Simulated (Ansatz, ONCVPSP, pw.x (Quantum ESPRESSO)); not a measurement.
# pw.x on fcc W: one setting changed

Potential: optimised norm-conserving Vanderbilt (ONCV), ONCVPSP 4.0.1.1 (patched build), PBE; core [Kr] 4d10 4f14, reference 5s2 5p6 5d4.5 6s1.5; waves: 5s+6s: rc 1.90 bohr, ncon 5, nbas 9, qcut 7.2 1/bohr, 3 projectors, debl 3.6 Ha; 5p: rc 1.60 bohr, ncon 4, nbas 8, qcut 7.1 1/bohr, 2 projectors, debl 3.3 Ha; 5d: rc 1.65 bohr, ncon 5, nbas 10, qcut 6.6 1/bohr, 1 projector; local part: polynomial inside 1.45 bohr (lpopt 5, dvloc0 0 Ha); core correction: none.

The reference run (k-mesh 14³, cutoffs 60/240 Ry, Fermi–Dirac 0.01 Ry, mixing_beta 0.4, conv_thr 1e-9, no spin) gives -2.89 GPa at 16.478 Å³/atom, where all-electron LAPW gives -0.06 GPa. This run, with its own iteration cap, changes nspin = 2 with starting_magnetization to 0.5.

```
&control
  calculation='scf', prefix='x', pseudo_dir='./', outdir='./tmp', tstress=.true., disk_io='none'
/
&system
  ibrav=0, nat=1, ntyp=1, ecutwfc=60, ecutrho=240, nbnd=15,
  occupations='smearing', smearing='fd', degauss=0.01, nspin=2, starting_magnetization(1)=0.5
/
&electrons
  conv_thr=1e-09, mixing_beta=0.4, electron_maxstep=70
/
ATOMIC_SPECIES
W 1.0 W.UPF
CELL_PARAMETERS angstrom
  0.00000000 2.01972156 2.01972156
  2.01972156 0.00000000 2.01972156
  2.01972156 2.01972156 0.00000000
ATOMIC_POSITIONS crystal
W 0.0000 0.0000 0.0000
K_POINTS automatic
14 14 14 0 0 0
```

```bash
pw.x < W.scf.in > W.scf.out
```

Problem. How does the run end?

Solution. It converges in 10 iterations; the free energy moves by +0.0 meV/atom and the pressure by +0.01 GPa. The result is that of the reference run.

```
Message from routine setup:
     using ibrav=0 with symmetry is DISCOURAGED, use correct ibrav instead
     lattice parameter (alat)  =       5.3977  a.u.
     unit-cell volume          =     111.1991 (a.u.)^3
     number of electrons       =        14.00
     number of Kohn-Sham states=           15
     kinetic-energy cutoff     =      60.0000  Ry
     charge density cutoff     =     240.0000  Ry
     scf convergence threshold =      1.0E-09
     Exchange-correlation= PBE
     atomic species   magnetization
     number of k points=   104  Fermi-Dirac smearing, width (Ry)=  0.0100
     iteration #  1     ecut=    60.00 Ry     beta= 0.40
     total energy              =    -136.68821950 Ry
     estimated scf accuracy    <       0.32882891 Ry
     total magnetization       =     1.95 Bohr mag/cell
     absolute magnetization    =     1.95 Bohr mag/cell
     iteration #  2     ecut=    60.00 Ry     beta= 0.40
     total energy              =    -136.86964216 Ry
     estimated scf accuracy    <       0.13431602 Ry
     total magnetization       =     1.45 Bohr mag/cell
     absolute magnetization    =     1.45 Bohr mag/cell
     iteration #  3     ecut=    60.00 Ry     beta= 0.40
     total energy              =    -136.91780061 Ry
     estimated scf accuracy    <       0.00474457 Ry
     total magnetization       =     0.48 Bohr mag/cell
     absolute magnetization    =     0.48 Bohr mag/cell
     [... 4 iterations left out ...]
     iteration #  8     ecut=    60.00 Ry     beta= 0.40
     total energy              =    -136.92339385 Ry
     estimated scf accuracy    <       0.00000003 Ry
     total magnetization       =     0.00 Bohr mag/cell
     absolute magnetization    =     0.00 Bohr mag/cell
     iteration #  9     ecut=    60.00 Ry     beta= 0.40
     total energy              =    -136.92339391 Ry
     estimated scf accuracy    <          1.5E-09 Ry
     total magnetization       =     0.00 Bohr mag/cell
     absolute magnetization    =     0.00 Bohr mag/cell
     iteration # 10     ecut=    60.00 Ry     beta= 0.40
     the Fermi energy is    21.0594 ev
!    total energy              =    -136.92339391 Ry
     estimated scf accuracy    <          3.1E-10 Ry
     smearing contrib. (-TS)   =      -0.00527712 Ry
     The total energy is F=E-TS. E is the sum of the following terms:
     one-electron contribution =     -20.72842077 Ry
     hartree contribution      =      16.80513751 Ry
     xc contribution           =     -15.27165416 Ry
     ewald contribution        =    -117.72317937 Ry
     total magnetization       =    -0.00 Bohr mag/cell
     absolute magnetization    =     0.00 Bohr mag/cell
     convergence has been achieved in  10 iterations
          total   stress  (Ry/bohr**3)                   (kbar)     P=      -28.80
     Message from routine punch:
     Nothing written, as per user request (disk_io='none')
```

The run took about 24 s on one core of a shared host (Intel(R) Xeon(R) 6975P-C, 192 threads, 1512 GiB, load 48).
